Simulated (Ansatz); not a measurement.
# P: the cost of one run

Method: DFT PBE, scalar-relativistic, plane waves, PAW, in Ansatz 0.2.0.

3 further runs of the same task are left out: 3 set aside as unsound or not needed. Runs told in other sessions of the task aren't counted.

### Step 1. The starting structure

It takes space group Cmce (No. 64, orthorhombic). Conventional cell: a = 3.310 Å, b = 11.285 Å, c = 4.558 Å, α = 90.00°, β = 90.00°, γ = 90.00°. P (site symmetry m) has 3 P at 2.23 to 2.26 Å in its first shell of neighbours.

As a file:

```
P
1.0
    -3.31043    0.00000    0.00000
     0.00000    0.00000   -4.55777
     0.00000  -11.28544    0.00000
P
8
Direct
  0.00000 0.08628 0.09407
  0.50000 0.08628 0.59407
  0.00000 0.41372 0.59407
  0.50000 0.41372 0.09407
  0.00000 0.91372 0.90593
  0.50000 0.91372 0.40593
  0.00000 0.58628 0.40593
  0.50000 0.58628 0.90593
```

It is built from the cell relaxed beforehand with the same method (21.28 Å³/atom).

### Step 2. The reference cell

The cell is repeated 2 times, 8 atoms in all. The reference gives a free energy of -6045.3936 eV, pressure 0.01 GPa, largest force 0.004 eV/Å and gap on the mesh 0.12 eV. It was computed beforehand with the settings of the runs below.

### Step 3. The scan: sliding across a plane

The cut lies on the cell's a–b face, a (0 -1 0) plane of area 15.09 Å², between layers 3.52 Å apart (P below, P above); the cell is 11.3 Å thick. Vector c is tilted by f times 1·a − 1·b (length 5.633 Å) with the atoms' Cartesian places fixed: one unrelaxed fault per cell.

### Step 4. At f = 0.167

Contents of input.yaml:

```yaml
crystal:
  lattice:
    - [-3.3104324909, 0.0, 0.0]
    - [0.0, 0.0, -4.5577726732]
    - [-0.5518490962, -11.2854350009, 0.7597807046]
  atoms:
    - { symbol: P, position: [-0.1407066, 0.2269863555, 0.8440707859] }
    - { symbol: P, position: [0.4426434, 0.1436363555, 0.3440707859] }
    - { symbol: P, position: [-0.0573566, 0.4710768445, 0.3440707859] }
    - { symbol: P, position: [0.3592934, 0.5544268445, 0.8440707859] }
    - { symbol: P, position: [-0.1093434, 1.0230636445, 0.6559292141] }
    - { symbol: P, position: [0.4740066, 0.9397136445, 0.1559292141] }
    - { symbol: P, position: [-0.0259934, 0.6122731555, 0.1559292141] }
    - { symbol: P, position: [0.3906566, 0.6956231555, 0.6559292141] }
basis:
  ecutwfc: 420
kpoints:
  mp_grid: { grid: [10, 7, 3] }
hamiltonian:
  xc: pbe
scf:
  occupations: { method: gaussian, width: 0.03 }
output:
  forces: true
  stress: true
  eigenvalues: true
```

Run with:

```
$ ansatz run input.yaml --threads 2 --pin off --max-ram 5120MiB --backend cpu --events-out ev --progress --plain --runs-dir out
```

What time and memory should one allow on 2 threads of Intel Xeon Platinum 8259CL at 2.50GHz (Skylake/Cascade Lake), shared host?

About 23 s, with a peak of 0.71 GiB.
